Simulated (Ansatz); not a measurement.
Input, command and steps of an Ansatz relaxation.

```yaml
crystal:
  lattice:
    - [2.7601470128, 0.0, 0.0]
    - [0.0, 2.7601470128, 0.0]
    - [0.0, 0.0, 2.7601470128]
  atoms:
    - { symbol: Si, position: [0.0, 0.0, 0.0] }
    - { symbol: Fe, position: [0.5, 0.5, 0.5] }
basis:
  ecutwfc: 420
kpoints:
  mp_grid: { grid: [16, 16, 16] }
hamiltonian:
  xc: pbe
scf:
  occupations: { method: gaussian, width: 0.1 }
output:
  forces: true
  stress: true
  eigenvalues: true
relax:
  adjacent_minimum: "off"
  f_tol: 0.01
  max_steps: 60
  cell: { stress_tol: 0.1 }
```

```bash
ansatz run input.yaml --threads 1 --pin off --max-ram 2560MiB --backend cpu --events-out ev --progress --plain --runs-dir out
```

Theory: DFT PBE, scalar-relativistic, plane waves, PAW in Ansatz 0.2.0.

Of 4 frames 3 are shown, positions in Å and forces in eV/Å; the SCF threshold varies from step to step. Steps run on the plane waves of an earlier cell, with a Pulay correction in the pressure. The basis is chosen afresh for the last frame, the zero of the energies, and at times for earlier ones too; energy and pressure step there, also at an unchanged geometry. Spin polarisation was left out; whether the Fe atoms would carry moments isn't shown by this run.

```xyz
2
Lattice="2.7601 0.0000 0.0000 0.0000 2.7601 0.0000 0.0000 0.0000 2.7601" Properties=species:S:1:pos:R:3:forces:R:3 pbc="T T T" step=1 free_energy_over_end_meV_per_atom=0.01 pressure_GPa=-0.31
Si    0.0000    0.0000    0.0000    0.0000    0.0000    0.0000
Fe    1.3801    1.3801    1.3801    0.0000    0.0000    0.0000
2
Lattice="2.7595 0.0000 0.0000 0.0000 2.7595 0.0000 0.0000 0.0000 2.7595" Properties=species:S:1:pos:R:3:forces:R:3 pbc="T T T" step=2 free_energy_over_end_meV_per_atom=0.00 pressure_GPa=-0.14
Si    0.0000    0.0000    0.0000    0.0000    0.0000    0.0000
Fe    1.3798    1.3798    1.3798    0.0000    0.0000    0.0000
2
Lattice="2.7590 0.0000 0.0000 0.0000 2.7590 0.0000 0.0000 0.0000 2.7590" Properties=species:S:1:pos:R:3:forces:R:3 pbc="T T T" step=4 free_energy_over_end_meV_per_atom=0.00 pressure_GPa=0.00
Si    0.0000    0.0000    0.0000    0.0000    0.0000    0.0000
Fe    1.3795    1.3795    1.3795    0.0000    0.0000    0.0000
```

Time: 17 s on 1 thread of Intel(R) Xeon(R) Platinum 8259CL CPU @ 2.50GHz (Skylake/Cascade Lake) (shared host), peak memory 0.41 GiB.